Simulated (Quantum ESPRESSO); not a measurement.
# CoO: parallel and opposed starts, part 3 of 3

Aim: find out which collinear order of CoO costs least.

Quantum ESPRESSO 7.5; PBE with U = 3.5 eV on Co d (ortho-atomic projectors); plane waves with GBRV 1.5 PBE potentials, no spin-orbit coupling.

So far, largest spin moment in the atom's sphere (μB): step 2 (start 1: ferro ++) 2.46; step 3 (start 2: antiferro +−) 2.40; step 4 (start 3: antiferro q=(0,1/2,0) +−−+) 2.40.

**5. Run 4 (antiferro q=(0,0,1/2) +−+−)**

The cell is doubled to 8 atoms to hold this order.

pw.in reads:

```
&CONTROL
  calculation = 'scf'
  prefix = 'pwscf'
  outdir = './tmp'
  pseudo_dir = './pseudo'
  disk_io = 'nowf'
  tprnfor = .true.
  tstress = .true.
/
&SYSTEM
  ibrav = 0
  celldm(1) = 8
  nat = 8
  ntyp = 3
  ecutwfc = 40
  ecutrho = 280
  nbnd = 59
  occupations = 'smearing'
  smearing = 'fd'
  degauss = 0.00734986
  nspin = 2
  starting_magnetization(1) = 0.1765
  starting_magnetization(2) = -0.1765
  starting_magnetization(3) = 0
/
&ELECTRONS
  conv_thr = 1.6d-08
  electron_maxstep = 150
  mixing_beta = 0.3
/
ATOMIC_SPECIES
Co1    58.9332 co_pbe_v1.2.uspp.F.UPF
Co2    58.9332 co_pbe_v1.2.uspp.F.UPF
O      15.9990 o_pbe_v1.2.uspp.F.UPF
CELL_PARAMETERS alat
   0.7553343373488    0.0000000000000    0.0000000000000
  -0.3776671686862    0.6541387245008    0.0000000000000
   0.0000000000000    0.0000000000000    2.4702073342679
ATOMIC_POSITIONS crystal
Co1     0.0000000000    0.0000000000    0.0017370700
Co2     0.0000000000    0.0000000000    0.5017370700
Co1     0.3333333300    0.6666666700    0.2516812050
Co2     0.3333333300    0.6666666700    0.7516812050
O       0.0000000000    0.0000000000    0.1858044250
O       0.0000000000    0.0000000000    0.6858044250
O       0.3333333300    0.6666666700    0.4357778000
O       0.3333333300    0.6666666700    0.9357778000
K_POINTS automatic
8 8 2 0 0 0
HUBBARD {ortho-atomic}
U Co1-3d 3.5000
U Co2-3d 3.5000
```

Command:

```sh
$ OMP_NUM_THREADS=1 mpirun -n 2 pw.x -nk 2 -in pw.in > pw.out
```

Log:

```text
     [... lines left out ...]
Program PWSCF v.7.5 starts
     [... lines left out ...]
     number of atoms/cell      =            8
     [... lines left out ...]
     number of electrons       =        92.00
     number of Kohn-Sham states=           59
     kinetic-energy cutoff     =      40.0000  Ry
     charge density cutoff     =     280.0000  Ry
     scf convergence threshold =      1.6E-08
     [... lines left out ...]
      6 Sym. Ops. (no inversion) found
     [... lines left out ...]
     number of k points=    20  Fermi-Dirac smearing, width (Ry)=  0.0073
     [... lines left out ...]
     iteration # 94     ecut=    40.00 Ry     beta= 0.30
     [... lines left out ...]
     Magnetic moment per site  (integrated on atomic sphere of radius R)
     atom   1 (R=0.188)  charge= 14.1476  magn=  2.4207
     atom   2 (R=0.188)  charge= 14.1475  magn= -2.4207
     atom   3 (R=0.188)  charge= 14.1503  magn=  2.4226
     atom   4 (R=0.188)  charge= 14.1504  magn= -2.4225
     atom   5 (R=0.188)  charge=  5.3231  magn=  0.2869
     atom   6 (R=0.188)  charge=  5.3231  magn= -0.2869
     atom   7 (R=0.188)  charge=  5.3440  magn= -0.0708
     atom   8 (R=0.188)  charge=  5.3440  magn=  0.0708
     [... lines left out ...]
     Tr[ns(  1)] (up, down, total) =   4.94314  2.33119  7.27433
     [... lines left out ...]
     Tr[ns(  2)] (up, down, total) =   2.33119  4.94314  7.27433
     [... lines left out ...]
     Tr[ns(  3)] (up, down, total) =   4.94710  2.35783  7.30493
     [... lines left out ...]
     Tr[ns(  4)] (up, down, total) =   2.35796  4.94710  7.30506
     [... lines left out ...]
     the Fermi energy is    11.4207 ev
!    total energy              =   -1322.43409499 Ry
     estimated scf accuracy    <       0.00000001 Ry
     smearing contrib. (-TS)   =      -0.01012927 Ry
     [... lines left out ...]
     total magnetization       =     0.00 Bohr mag/cell
     absolute magnetization    =    11.55 Bohr mag/cell
     convergence has been achieved in  94 iterations
     [... lines left out ...]
     Total force =     0.031312     Total SCF correction =     0.000586
     [... lines left out ...]
          total   stress  (Ry/bohr**3)                   (kbar)     P=       90.51
     [... lines left out ...]
```

Run time: 7.5 min. Hardware: 2 MPI ranks of Arm Neoverse V2, shared host; peak memory 0.46 GiB; 15 min of CPU time.

Read from the output:

- smearing term TS: 0.1378 eV
- pressure: 9.051 GPa
- magnetization: 0 μB
- absolute magnetization: 11.55 μB
- final state: antiferromagnetic
- largest moment: 2.423 μB

**6. Start 5: no spin polarisation**

pw.in reads:

```
&CONTROL
  calculation = 'scf'
  prefix = 'pwscf'
  outdir = './tmp'
  pseudo_dir = './pseudo'
  disk_io = 'nowf'
  tprnfor = .true.
  tstress = .true.
/
&SYSTEM
  ibrav = 0
  celldm(1) = 8
  nat = 4
  ntyp = 2
  ecutwfc = 40
  ecutrho = 280
  nbnd = 32
  occupations = 'smearing'
  smearing = 'fd'
  degauss = 0.00734986
/
&ELECTRONS
  conv_thr = 8d-09
  electron_maxstep = 150
  mixing_beta = 0.3
/
ATOMIC_SPECIES
Co     58.9332 co_pbe_v1.2.uspp.F.UPF
O      15.9990 o_pbe_v1.2.uspp.F.UPF
CELL_PARAMETERS alat
   0.7553343373488    0.0000000000000    0.0000000000000
  -0.3776671686862    0.6541387245008    0.0000000000000
   0.0000000000000    0.0000000000000    1.2351036671339
ATOMIC_POSITIONS crystal
Co      0.0000000000    0.0000000000    0.0034741400
Co      0.3333333300    0.6666666700    0.5033624100
O       0.0000000000    0.0000000000    0.3716088500
O       0.3333333300    0.6666666700    0.8715556000
K_POINTS automatic
8 8 4 0 0 0
HUBBARD {ortho-atomic}
U Co-3d 3.5000
```

Log:

```text
     [... lines left out ...]
Program PWSCF v.7.5 starts
     [... lines left out ...]
     number of atoms/cell      =            4
     [... lines left out ...]
     number of electrons       =        46.00
     number of Kohn-Sham states=           32
     kinetic-energy cutoff     =      40.0000  Ry
     charge density cutoff     =     280.0000  Ry
     scf convergence threshold =      8.0E-09
     [... lines left out ...]
      6 Sym. Ops. (no inversion) found
     [... lines left out ...]
     number of k points=    35  Fermi-Dirac smearing, width (Ry)=  0.0073
     [... lines left out ...]
     iteration # 23     ecut=    40.00 Ry     beta= 0.30
     [... lines left out ...]
     Tr[ns(  1)] =   7.56307
     [... lines left out ...]
     Tr[ns(  2)] =   7.56318
     [... lines left out ...]
     the Fermi energy is    10.6199 ev
!    total energy              =    -660.98757199 Ry
     estimated scf accuracy    <          4.5E-10 Ry
     smearing contrib. (-TS)   =      -0.01466417 Ry
     [... lines left out ...]
     convergence has been achieved in  23 iterations
     [... lines left out ...]
     Total force =     0.003673     Total SCF correction =     0.000024
     [... lines left out ...]
          total   stress  (Ry/bohr**3)                   (kbar)     P=     -125.99
     [... lines left out ...]
```

Wall time 25 s (2 MPI ranks); peak memory 0.2 GiB; 50 s of CPU time.

This step gave:

```
smearing term TS : 0.1995 eV
pressure         : -12.60 GPa
final state      : non-magnetic (no spin polarisation)
```

**7. The states side by side**

An order is kept where moments of 0.15 μB or more survive with the typed signs; meshes match where a doubled cell samples the same k points as the first cell.

Orders:

```tsv
start	final state	typed order kept	energy over the lowest (meV a seeded atom)	largest site moment (μB)	net moment (μB a cell of the first run)	mesh matched	CPU time (s)
ferro ++	ferromagnetic	yes	1395	2.464	6.007	yes	379.8
antiferro +-	antiferromagnetic	yes	18.15	2.405	0	yes	110.5
antiferro q=(0,1/2,0) +--+	antiferromagnetic	yes	0	2.403	0	yes	723
antiferro q=(0,0,1/2) +-+-	antiferromagnetic	yes	750.6	2.423	0	yes	894.6
no spin polarisation	non-magnetic	-	2312	0	0	yes	50.34
```

**8. Fillings of the first corrected shells**

```tsv
start	type	spin	occupation numbers
ferro ++	Co	up	0.987 0.987 0.988 0.997 0.997
ferro ++	Co	down	0.192 0.338 0.338 0.736 0.736
ferro ++	Co	up	0.987 0.987 0.988 0.997 0.997
ferro ++	Co	down	0.192 0.338 0.338 0.736 0.736
antiferro +-	Co1	up	0.981 0.985 0.985 0.994 0.994
antiferro +-	Co1	down	0.119 0.119 0.132 0.984 0.984
antiferro +-	Co2	up	0.119 0.119 0.133 0.984 0.984
antiferro +-	Co2	down	0.981 0.985 0.985 0.994 0.994
antiferro q=(0,1/2,0) +--+	Co1	up	0.980 0.984 0.985 0.994 0.995
antiferro q=(0,1/2,0) +--+	Co1	down	0.118 0.124 0.129 0.984 0.984
antiferro q=(0,1/2,0) +--+	Co2	up	0.118 0.124 0.129 0.984 0.984
antiferro q=(0,1/2,0) +--+	Co2	down	0.980 0.984 0.985 0.994 0.995
antiferro q=(0,0,1/2) +-+-	Co1	up	0.983 0.985 0.985 0.995 0.995
antiferro q=(0,0,1/2) +-+-	Co1	down	0.124 0.124 0.126 0.979 0.979
antiferro q=(0,0,1/2) +-+-	Co2	up	0.124 0.124 0.126 0.979 0.979
antiferro q=(0,0,1/2) +-+-	Co2	down	0.983 0.985 0.985 0.995 0.995
```

**9. What came out**

```
moments, largest by run                         : 2.46, 2.40, 2.40, 2.42, 0 μB
spread of the energies of the runs with moments : 1395 meV a seeded atom
```

**Reading.** Under a U these runs seem to end in unlike orbital states: the fillings of their corrected shells differ, or their energies lie too far apart for exchange alone. The differences are then no exchange energies, and the ranking says little of the magnetic order. Seeding all runs from one set of occupation matrices is the usual remedy. Energies are free energies at an electronic temperature of 1160 K, which lowers moments and differences where the moments are itinerant.

[Logs and program files are shortened in this print: banners, set-up blocks, solver, clock and traceback lines can be left out without a mark of their own.]

[Logs are printed without paths, hosts, clocks, repeated set-up lines and the standing remarks that a program may print on its own settings, such as how far it seeks lower states.]

[Hosts, paths, dates, database ids (printed as entryN), source tags and the programs' standing remarks are cut or masked in the printed files.]

[Where a cell is said to come from a database of computed structures, the database is the Materials Project.]
